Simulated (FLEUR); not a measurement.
# Al (Fm-3m) in FLEUR: further runs, part 2 of 2

FLEUR MaX-R8.1 (later development tree). The steps go on from the part before.

**5. Equation of state, LDA (Moruzzi-Janak-Williams), 16.60 Å³/atom**

The input, inp.xml:

```xml
<?xml version="1.0" encoding="UTF-8" standalone="no"?>
<fleurInput fleurInputVersion="0.39">
   <comment>
      Al                                                                                                  
   </comment>
   <calculationSetup>
      <cutoffs Kmax="3.8" Gmax="11.8" GmaxXC="11.8" numbands="0"/>
      <scfLoop itmax="60" minDistance="0.00001" maxIterBroyd="15" imix="Anderson" alpha="0.05" precondParam="0.0" spinf="2.0" sdNocoIR="T"/>
      <coreElectrons ctail="T" frcor="F" kcrel="0" coretail_lmax="0"/>
      <xcFunctional name="mjw" relativisticCorrections="F"/>
      <magnetism jspins="1"/>
      <soc l_soc="F" theta="0.0" phi="0.0" spav="F"/>
      <expertModes spex="0" secvar="F"/>
      <geometryOptimization l_f="F" forcealpha="1.0" forcemix="BFGS" epsdisp="0.00001" epsforce="0.00001"/>
      <ldaU l_linMix="F" mixParam="0.05" spinf="1.0"/>
   </calculationSetup>
   <cell>
      <bzIntegration valenceElectrons="11.0" mode="hist" fermiSmearingEnergy="0.00183747">
         <kPointListSelection listName="default-1"/>
         <!-- k-points included here -->
         <xi:include xmlns:xi="http://www.w3.org/2001/XInclude" href="kpts.xml"> </xi:include>
      </bzIntegration>
      <!-- symmetry operations included here -->
      <xi:include xmlns:xi="http://www.w3.org/2001/XInclude" href="sym.xml"> </xi:include>
      <bulkLattice scale="1.0000000000">
         <bravaisMatrix>
            <row-1>    0.0000000000000000     3.8263269057207032     3.8263269057207032</row-1>
            <row-2>    3.8263269057207032     0.0000000000000000     3.8263269057207032</row-2>
            <row-3>    3.8263269057207032     3.8263269057207032     0.0000000000000000</row-3>
         </bravaisMatrix>
      </bulkLattice>
   </cell>
   <atomSpecies>
      <species name="Aluminum (Al)" element="Al" atomicNumber="13">
         <mtSphere radius="2.45" gridPoints="829" logIncrement="0.014"/>
         <atomicCutoffs lmax="10" lnonsphr="8"/>
         <electronConfig flipSpins="F">
            <coreConfig>(1s1/2)</coreConfig>
            <valenceConfig>(2s1/2) (2p1/2) (2p3/2) (3s1/2) (3p1/2) (3p3/2)</valenceConfig>
            <stateOccupation state="(3p1/2)" spinUp="0.166667" spinDown="0.166667"/>
            <stateOccupation state="(3p3/2)" spinUp="0.333333" spinDown="0.333333"/>
         </electronConfig>
         <energyParameters s="3" p="3" d="3" f="4"/>
         <lo type="SCLO" l="0" n="2" eDeriv="0"/>
         <lo type="SCLO" l="1" n="2" eDeriv="0"/>
         <lo type="SCLO" l="2" n="3" eDeriv="2"/>
         <lo type="SCLO" l="3" n="4" eDeriv="2"/>
      </species>
   </atomSpecies>
   <atomGroups>
      <atomGroup species="Aluminum (Al)">
         <relPos label="                   1">.0000000000 .0000000000 .0000000000</relPos>
         <force calculate="T" relaxXYZ="TTT"/>
      </atomGroup>
   </atomGroups>
   <output dos="F" band="F" slice="F">
      <checks vchk="F" cdinf="F"/>
      <bandDOS minEnergy="-.5*Htr" maxEnergy="0.5*Htr" sigma="0.015" storeEVData="T"/>
      <vacuumDOS vacdos="F" integ="F" star="F" nstars="0" locx1="0.0" locy1="0.0" locx2="0.0" locy2="0.0" nstm="0" tworkf="0.0"/>
      <unfoldingBand unfoldBand="F" supercellX="1" supercellY="1" supercellZ="1"/>
      <plotting iplot="0" polar="F">
         <plot TwoD="T" vec1="  1.0  0.0  0.0" vec2="  0.0  1.0  0.0" vec3="  0.0  0.0  1.0" zero="  0.0  0.0  0.0" file="plot"/>
      </plotting>
      <chargeDensitySlicing numkpt="0" minEigenval="0.0" maxEigenval="0.0" nnne="0" pallst="F"/>
      <specialOutput eonly="F"/>
      <moessbauerParams electricFieldGradient="T" isomerShift="T" coreHyperfine="T" valenceHyperfine="T"/>
      <magneticCircularDichroism mcd="F" energyLo="-10.0" energyUp="0.0"/>
   </output>
  <!-- We include the file relax.xml here to enable relaxations (see documentation) -->
  <xi:include xmlns:xi="http://www.w3.org/2001/XInclude" href="relax.xml"> <xi:fallback/> </xi:include>
</fleurInput>
```

Command:

```console
$ inpgen -f crystal.txt -profile fastHighL
$ # inp.xml edited to the form shown
$ fleur_MPI
```

Run time: 3.7 s. Hardware: 1 thread of Arm Neoverse V2, shared host; peak memory 0.08 GiB.

Results (log left out):

| Property | Result |
| --- | --- |
| Free energy | -6582.9896 eV |
| Band gap on the k mesh | none (metal or under the smearing width) |
| Valence electrons inside the program's atomic spheres | Al 9.72 (radii Al 2.45 bohr) |

**6. Equation of state, LDA (Moruzzi-Janak-Williams), 17.27 Å³/atom (volume scaled by 1.04)**

Changes to inp.xml since step 5:

```diff
@@ -24,3 +24,3 @@
       <xi:include xmlns:xi="http://www.w3.org/2001/XInclude" href="sym.xml"> </xi:include>
-      <bulkLattice scale="1.0000000000">
+      <bulkLattice scale="1.0131594038">
          <bravaisMatrix>
```

Potentials or basis: all-electron, FLAPW.

Command:

```console
$ inpgen -f crystal.txt -profile fastHighL
$ # inp.xml edited to the form shown
$ fleur_MPI
```

Wall time 3.9 s (1 thread of Arm Neoverse V2, shared host); peak memory 0.08 GiB.

It converged, with:

```yaml
Free_energy: -6582.9699 eV
Band_gap_on_the_k_mesh: none (metal or under the smearing width)
Valence_electrons_inside_the_program's_atomic_spheres: Al 9.67 (radii Al 2.45 bohr)
```

**7. Equation of state, LDA (Moruzzi-Janak-Williams), 17.60 Å³/atom (volume scaled by 1.06)**

Changes to inp.xml since step 6:

```diff
@@ -24,3 +24,3 @@
       <xi:include xmlns:xi="http://www.w3.org/2001/XInclude" href="sym.xml"> </xi:include>
-      <bulkLattice scale="1.0131594038">
+      <bulkLattice scale="1.0196128224">
          <bravaisMatrix>
```

Command:

```console
$ inpgen -f crystal.txt -profile fastHighL
$ # inp.xml edited to the form shown
$ fleur_MPI
```

Wall time 3.9 s (1 thread of Arm Neoverse V2, shared host); peak memory 0.08 GiB.

The run converged. Its results:

- Free energy: -6582.9566 eV
- Band gap on the k mesh: none (metal or under the smearing width)
- Valence electrons inside the program's atomic spheres: Al 9.65 (radii Al 2.45 bohr)

**8. Equation of state, LDA (Moruzzi-Janak-Williams)**

No new run: the results of the series are fitted here.

Results:

```yaml
Equilibrium_volume: 15.86 Å³/atom
Bulk_modulus: 85 GPa
Pressure_derivative_of_the_bulk_modulus: "4.6 (rough: it moves with the points fitted)"
```

Energy against volume, from the lowest point:
```csv
volume (Å³/atom),energy (meV/atom)
15.607,1.04
15.939,0.00
16.603,8.27
17.267,27.95
17.599,41.30
```

**9. Comparison with measurements**

Step 8. Against the measured bulk modulus of Al, 76.9 GPa (quoted in “The interpretation of polycrystalline coherent inelastic neutron scattering from aluminium”, 2013, pmc:3831299), the calculated 85 GPa is off by +10.2 %. The fit is for a static lattice scaled at fixed shape and fixed fractional positions. The cell as given is a measured one (16.60 Å³/atom); LDA (Moruzzi-Janak-Williams) puts the equilibrium volume -4.4 % from it, thermal expansion not counted.
